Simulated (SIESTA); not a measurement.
Input of a SIESTA 5.4.2 run:

File HfN.fdf:

```
SystemName                      HfN
SystemLabel                     HfN
NumberOfSpecies                 2
NumberOfAtoms                   2
%block ChemicalSpeciesLabel
  1  72 Hf
  2   7 N
%endblock ChemicalSpeciesLabel

LatticeConstant                 1.0 Ang
%block LatticeVectors
     0.0000010000     2.2601110000     2.2601110000
     2.2601110000     0.0000010000     2.2601110000
     2.2601110000     2.2601110000     0.0000010000
%endblock LatticeVectors
AtomicCoordinatesFormat         Fractional
%block AtomicCoordinatesAndAtomicSpecies
     0.0000000000     0.0000000000     0.0000000000  1  Hf
     0.5000000000     0.5000000000     0.5000000000  2  N
%endblock AtomicCoordinatesAndAtomicSpecies

%block kgrid.MonkhorstPack
    8   0   0  0.0
    0   8   0  0.0
    0   0   8  0.0
%endblock kgrid.MonkhorstPack
XC.Functional                   GGA
XC.Authors                      PBEsol
PAO.BasisSize                   DZP
PAO.EnergyShift                 0.003 Ry
Mesh.Cutoff                     1200 Ry
OccupationFunction              FD
ElectronicTemperature           0.05 eV
MaxSCFIterations                120
SCF.MustConverge                false
SCF.Mixer.Method                Pulay
SCF.Mixer.Weight                0.25
SCF.Mixer.History               8
SCF.DM.Tolerance                1.0e-05
SCF.H.Tolerance                 1.0e-04 eV
WriteForces                     true
Charge.Mulliken                 end
MD.TypeOfRun                    FC
FC.First                        1
FC.Last                         2
FC.Displacement                 0.04 Bohr
%block PolarizationGrids
  18 5 5
  5 18 5
  5 5 18
%endblock PolarizationGrids
BornCharge                      true
%block PAO.Basis
  Hf 5
  n=5 0 2
    3.241 0.000
  n=6 0 2
    8.114 0.000
  n=5 1 2
    3.929 0.000
  n=6 1 1
    8.114
  n=5 2 2
    7.842 0.000
%endblock PAO.Basis
```

The input vibra.fdf:

```
SystemLabel                     HfN
NumberOfAtoms                   2
LatticeConstant                 1.0 Ang
%block LatticeVectors
     0.0000010000     2.2601110000     2.2601110000
     2.2601110000     0.0000010000     2.2601110000
     2.2601110000     2.2601110000     0.0000010000
%endblock LatticeVectors
AtomicCoordinatesFormat         NotScaledCartesianAng
%block AtomicCoordinatesAndAtomicSpecies
     0.0000000000     0.0000000000     0.0000000000 1 178.4900
     2.2601115000     2.2601115000     2.2601115000 2 14.0070
%endblock AtomicCoordinatesAndAtomicSpecies
SuperCell_1                     0
SuperCell_2                     0
SuperCell_3                     0
AtomicDispl                     0.04 Bohr
BandLinesScale                  ReciprocalLatticeVectors
%block BandLines
  1  0.0 0.0 0.0  \Gamma
%endblock BandLines
```

Potentials or basis: PseudoDojo 0.4 standard (PBEsol files), DZP (energy shift 0.003 Ry; two zetas on semicore shells).

The run is started by

```bash
$ siesta HfN.fdf > HfN.out 2>&1
$ vibra < vibra.fdf > vibra.out
```

**Question.** Predict the highest phonon frequency at Γ, LO-TO splitting left out.

**Answer.** 506 cm⁻¹.

Phonon frequencies in cm⁻¹ (negative: imaginary):
```csv
q point,frequencies
"(0.000, 0.000, 0.000)",0 0 0 506 506 506
```

Caveat: no splitting of longitudinal and transverse optical modes; the basis of atomic orbitals isn't converged, which shifts pressures, moduli and gaps. Spin-orbit coupling is left out, which matters for the levels of Hf.
